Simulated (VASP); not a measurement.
# Sb (R-3m) in VASP: further runs

The runs below take Sb through relaxation of cell and atoms, vibrations by finite differences, with PBE+D3(BJ).

Everything below comes from runs of VASP 6.6.1. Logs are shortened: lines on timing, memory, paths and dates and some standing lists are left out, and cuts for length are marked.

## Step 1: The crystal as given

The structure is trigonal, space group R-3m (No. 166). Conventional cell: a = 4.308 Å, b = 4.308 Å, c = 11.274 Å, α = 90.00°, β = 90.00°, γ = 120.00°. Around Sb (site symmetry 3m) lie 3 Sb at 2.91 Å.

## Step 2: Relaxation of cell and atoms, PBE+D3(BJ)

INCAR

```
SYSTEM = Sb
PREC = Accurate
ENCUT = 200
EDIFF = 1E-7
ISMEAR = 0
SIGMA = 0.02
LREAL = .False.
LASPH = .True.
NELM = 80
ALGO = Fast
ISIF = 3
LWAVE = .False.
LCHARG = .False.
GGA = PE
IVDW = 12
IBRION = 2
NSW = 80
EDIFFG = -0.002
```

KPOINTS

```
Automatic mesh
0
Gamma
  9 9 9
  0 0 0
```

POSCAR

```
Sb
1.0
    2.1542000000      1.2437279500      3.7580000000
   -2.1542000000      1.2437279500      3.7580000000
    0.0000000000     -2.4874559000      3.7580000000
Sb
2
Direct
    0.2334900000      0.2334900000      0.2334900000
    0.7665100000      0.7665100000      0.7665100000
```

Potentials or basis: VASP PAW PBE potentials, release 64 (Sb).

Command:

```sh
> cat potpaw_PBE.64/Sb/POTCAR > POTCAR
> mpirun -np 1 vasp_std > vasp.out
```

OUTCAR:

```text
SYSTEM = Sb
   PREC = Accurate
   ENCUT = 200
   EDIFF = 1E-7
   ISMEAR = 0
   LREAL = .False.
   LASPH = .True.
   NELM = 80
   ISIF = 3
   GGA = PE
   IVDW = 12
   IBRION = 2
   NSW = 80
   EDIFFG = -0.002
 IVDW          = 12

 ion  position               nearest neighbor table
   1  0.233  0.233  0.233-   2 2.91   2 2.91   2 2.91   2 3.35   2 3.35   2 3.35
   2  0.767  0.767  0.767-   1 2.91   1 2.91   1 2.91   1 3.35   1 3.35   1 3.35

  LATTYP: Found a trigonal (rhomboedric) cell.
 ALAT       =     4.5066618304
 COS(alpha) =     0.5430253623

  Lattice vectors:

 A1 = (   2.1542000000,   1.2437279500,   3.7580000000)
 A2 = (  -2.1542000000,   1.2437279500,   3.7580000000)
 A3 = (   0.0000000000,  -2.4874559000,   3.7580000000)

Analysis of symmetry for initial positions (statically):
=====================================================================
 Subroutine PRICEL returns:
 Original cell was already a primitive cell.

 Routine SETGRP: Setting up the symmetry group for a
 trigonal (rhombohedral) supercell.

 Subroutine GETGRP returns: Found 12 space group operations
 (whereof 12 operations were pure point group operations)
 out of a pool of 12 trial point group operations.

The static configuration has the point symmetry D_3d.

Analysis of symmetry for dynamics (positions and initial velocities):
=====================================================================
 Subroutine PRICEL returns:
 Original cell was already a primitive cell.

 Routine SETGRP: Setting up the symmetry group for a
 trigonal (rhombohedral) supercell.

 Subroutine GETGRP returns: Found 12 space group operations
 (whereof 12 operations were pure point group operations)
 out of a pool of 12 trial point group operations.

The dynamic configuration has the point symmetry D_3d.

 Subroutine INISYM returns: Found 12 space group operations
 (whereof 12 operations are pure point group operations),
 and found     1 'primitive' translations

----------------------------------------------------------------------------------------

                                     Primitive cell

  volume of cell :      60.4115

  direct lattice vectors                    reciprocal lattice vectors
     2.154200000  1.243727950  3.758000000     0.232104726  0.134005726  0.088699663
    -2.154200000  1.243727950  3.758000000    -0.232104726  0.134005726  0.088699663
     0.000000000 -2.487455900  3.758000000     0.000000000 -0.268011452  0.088699663

  length of vectors
     4.506661830  4.506661830  4.506661830     0.282307932  0.282307932  0.282307932

  position of ions in fractional coordinates (direct lattice)
     0.233490000  0.233490000  0.233490000
     0.766510000  0.766510000  0.766510000
[... 87 lines left out ...]
   PSTRESS=    0.0 pullay stress
   NELECT =      10.0000    total number of electrons
   NUPDOWN=      -1.0000    fix difference up-down
   EMIN   =  10.00;   EMAX   =-10.00  energy-range for DOS
   EFERMI =   0.00;   METHOD = LEGACY
   ISMEAR =     0;   SIGMA  =   0.02  broadening in eV -4-tet -1-fermi 0-gaus
   EFERMI_NEDOS =   21; number of points for ismear=-14 and -15
   IALGO  =     68    algorithm
   IMIX   =      4    mixing-type and parameters
     AMIX     =   0.40;   BMIX     =  1.00
     AMIX_MAG =   1.60;   BMIX_MAG =  1.00
  volume/ion in A,a.u.               =      30.21       203.84
  Fermi-wavevector in a.u.,A,eV,Ry     =   0.898880  1.698637 10.993305  0.807985
  Thomas-Fermi vector in A             =   2.021644
   LORBIT       =      0    0 simple, 1 ext, 2 COOP (PROOUT), +10 PAW based schemes
   GGA     = PE    functional components
   LHFCALC =     F    Hartree Fock is set to
   AEXX    =    0.0000 exact exchange contribution
   IVDW    =    12    specifies the selected vdW correction
   LEPSILON=     F    determine dielectric tensor
   LRPA    =     F    only Hartree local field effects (RPA)
 conjugate gradient relaxation of ions
 non-spin polarized calculation
 RMM-DIIS sequential band-by-band and
 Gauss-broadening in eV      SIGMA  =   0.02
  energy-cutoff  :      200.00
  volume of cell :       60.41
 maximum number of plane-waves:       397
 NGX is ok and might be reduce to    24
   NGX = 11   NGY = 11   NGZ = 11

--------------------------------------- Ionic step        1  -------------------------------------------

 number of electron      10.0000001 magnetization

 Free energy of the ion-electron system (eV)
  ---------------------------------------------------
  ext. energy  EPLUGINS =         0.00000000
  ---------------------------------------------------
  free energy    TOTEN  =        -8.25044173 eV

  energy without entropy =       -8.25043764  energy(sigma->0) =       -8.25043968

------------------------ aborting loop because EDIFF is reached ----------------------------------------

 Edisp (eV)   -0.94507

 E8    (eV) :    -0.4410
[... 105 lines left out ...]
  FREE ENERGIE OF THE ION-ELECTRON SYSTEM (eV)
  ---------------------------------------------------
  free  energy   TOTEN  =        -9.1995827768 eV

  energy  without entropy=       -9.1995807693  energy(sigma->0) =       -9.19958177

[... ionic steps 4 to 9 ...]

--------------------------------------- Ionic step       10  -------------------------------------------

 number of electron       9.9999997 magnetization

------------------------ aborting loop because EDIFF is reached ----------------------------------------
[... 75 lines left out ...]
--------------------------------------- Ionic step       12  -------------------------------------------

 number of electron       9.9999997 magnetization

 Free energy of the ion-electron system (eV)
  ---------------------------------------------------
  ext. energy  EPLUGINS =         0.00000000
  ---------------------------------------------------
  free energy    TOTEN  =        -8.24530759 eV

  energy without entropy =       -8.24525267  energy(sigma->0) =       -8.24528013

 E-fermi :   7.3920     XC(G=0):  -9.5985

 val. band max:        7.3659676052   @ k =   0.3333   0.1111   0.1111
 cond. band min:       7.4147013528   @ k =   0.4444   0.0000   0.0000
 fundamental gap:      0.0487337476
 Fermi energy:         7.3920414904

 k-point     1 :       0.0000    0.0000    0.0000
  band No.  band energies     occupation
      1      -5.3246      2.00000
      2       2.7154      2.00000
      3       5.4395      2.00000
      4       5.5892      2.00000
      5       5.5892      2.00000
      6       9.7677      0.00000
      7      10.2423      0.00000
      8      10.2423      0.00000
      9      12.3519      0.00000
[... 265 lines left out ...]
 k-point    24 :       0.4444    0.4444    0.0000
  band No.  band energies     occupation
      1      -3.0603      2.00000
      2      -0.3737      2.00000
      3       2.0282      2.00000
      4       3.6921      2.00000
      5       3.7282      2.00000
      6       9.0748      0.00000
      7      12.3833      0.00000
      8      12.7827      0.00000
      9      14.0626      0.00000

 [... further k-points ...]

------------------------ aborting loop because EDIFF is reached ----------------------------------------

 Edisp (eV)   -0.95821

 E8    (eV) :    -0.4471
[... 25 lines left out ...]
  FREE ENERGIE OF THE ION-ELECTRON SYSTEM (eV)
  ---------------------------------------------------
  free  energy   TOTEN  =        -9.2035192126 eV

  energy  without entropy=       -9.2034642946  energy(sigma->0) =       -9.20349175

 reached required accuracy - stopping structural energy minimisation
```

OSZICAR:

```text
N       E                     dE             d eps       ncg     rms          rms(c)
DAV:   1     0.151802386160E+02    0.15180E+02   -0.22118E+03  1538   0.400E+02
DAV:   2    -0.765578005601E+01   -0.22836E+02   -0.22026E+02  2213   0.869E+01
DAV:   3    -0.824865477607E+01   -0.59287E+00   -0.59033E+00  1741   0.162E+01
[... 82 lines left out ...]
       N       E                     dE             d eps       ncg     rms          rms(c)
DAV:   1    -0.824530788873E+01   -0.90965E-04   -0.37501E-06  1738   0.116E-02    0.145E-03
RMM:   2    -0.824530775625E+01    0.13247E-06   -0.92875E-08   800   0.230E-03    0.831E-04
RMM:   3    -0.824530759704E+01    0.15921E-06   -0.59602E-08   766   0.147E-03    0.196E-04
RMM:   4    -0.824530758785E+01    0.91936E-08   -0.12755E-09   305   0.536E-04
  12 F= -.92035192E+01 E0= -.92034918E+01  d E =-.154430E-05
```

CONTCAR:

```text
Sb
   1.00000000000000
     2.1621771736177728    1.2483335733368159    3.6812476177407687
    -2.1621771736177728    1.2483335733368159    3.6812476177407687
     0.0000000000000000   -2.4966671466736319    3.6812476177407687
  Sb
     2
Direct
     0.2362600669221305    0.2362600669221305    0.2362600669221305
     0.7637399330778695    0.7637399330778695    0.7637399330778695

  0.00000000E+00  0.00000000E+00  0.00000000E+00
  0.00000000E+00  0.00000000E+00  0.00000000E+00
```

It took 30 s on 1 thread of Intel Xeon 6975P-C (Granite Rapids), shared host; peak memory 0.15 GiB.

What came out:

```yaml
Free_energy: -9.2035 eV
Relaxed_volume: 29.81 Å³/atom
Relaxed_cell: a = 4.448 Å, b = 4.448 Å, c = 4.448 Å, α = 58.17°, β = 58.17°, γ = 58.17°
Space_group_after_relaxing_to_0.05_Å: R-3m (No. 166)
Energy_gained_by_relaxing: 4.0 meV/atom
Ionic_steps: 12
Pressure_after_relaxing: 0.0 GPa
Band_gap_on_the_k_mesh: 0.05 eV, indirect (least direct gap 0.44 eV)
Dispersion_energy_per_atom: -0.479 eV
```

The path:
```tsv
step	energy change (eV)	largest force (eV/Å)	pressure (GPa)	volume (Å³)
1	0.0000	0.2194	0.18	60.41
2	-0.0037	0.0883	-0.43	60.71
3	-0.0041	0.0325	-0.69	60.84
4	-0.0067	0.0124	-0.40	60.30
5	-0.0079	0.0083	-0.03	59.69
6	-0.0079	0.0109	0.02	59.60
7	-0.0080	0.0085	0.01	59.61
8	-0.0080	0.0035	-0.01	59.63
9	-0.0080	0.0036	-0.01	59.63
10	-0.0080	0.0002	0.01	59.61
11	-0.0080	0.0009	0.01	59.61
12	-0.0080	0.0018	0.00	59.62
```

Final structure:
```
Sb
1.0
     2.16218    1.24833    3.68125
    -2.16218    1.24833    3.68125
     0.00000   -2.49667    3.68125
Sb
2
Direct
  0.23626 0.23626 0.23626
  0.76374 0.76374 0.76374
```

Caveat: the cutoff is under 1.25 times the usual one of these potentials, so pressure, stress and relaxed cells hold a basis-set (Pulay) error; spin-orbit coupling is left out, which moves the levels of the heavy elements; an odd mesh through Γ misses points on the zone boundary, where band edges often lie.

[end of part 1 of 2]
